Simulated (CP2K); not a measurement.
Runs of CP2K 2026.2 on CoSi2. The structure is cubic, space group Fm-3m (No. 225). Conventional cell: a = 5.356 Å, b = 5.356 Å, c = 5.356 Å, α = 90.00°, β = 90.00°, γ = 90.00°. Co (site symmetry m-3m) has 8 Si at 2.32 Å as nearest neighbours. Si (site symmetry -43m) has 4 Co at 2.32 Å as nearest neighbours. 

| level | potentials or basis | EPS_DEFAULT | MIXING METHOD | MIXING ALPHA | NBUFFER | NGRIDS | V0 of scaled cells (Å³/atom) | B0 (GPa) |
| --- | --- | --- | --- | --- | --- | --- | --- | --- |
| PBE | POTENTIAL_UZH Co GTH-PBE-q17, Si GTH-PBE-q4; TZVP-MOLOPT-PBE-GTH basis | 1.0E-10 | PULAY_MIXING | 0.4 | 6 | 4 | 12.83 | 178 |
| LDA | GTH_POTENTIALS Co GTH-PADE-q17, Si GTH-PADE-q4; TZVP-MOLOPT-PBE-GTH basis | 1.0E-9 | PULAY_MIXING | 0.4 | 6 | 4 | 12.15 | (a) |
| PBE | POTENTIAL_UZH Co GTH-PBE-q17, Si GTH-PBE-q4; TZVP-MOLOPT-PBE-GTH basis | 1.0E-10 | BROYDEN_MIXING | 0.2 | 10 | 5 | 12.83 | 178 |
| PBEsol | POTENTIAL_UZH Co GTH-PBE-q17, Si GTH-PBE-q4; TZVP-MOLOPT-PBE-GTH basis | 1.0E-10 | PULAY_MIXING | 0.4 | 6 | 4 | 12.59 | 192 |

Alike in all rows: task equation of state; spin collinear, ferromagnetic start; cell as given; k mesh 9 × 9 × 9; smearing fermi-dirac 0.05 eV.

Task: Fill in the values left out.

Result: (a) 206.

Caveats: the basis of atomic orbitals isn't converged, which shifts pressures, moduli and gaps; the potentials were made for another functional, which shifts forces and pressure (some runs).

Not every run made on this cell is shown here.
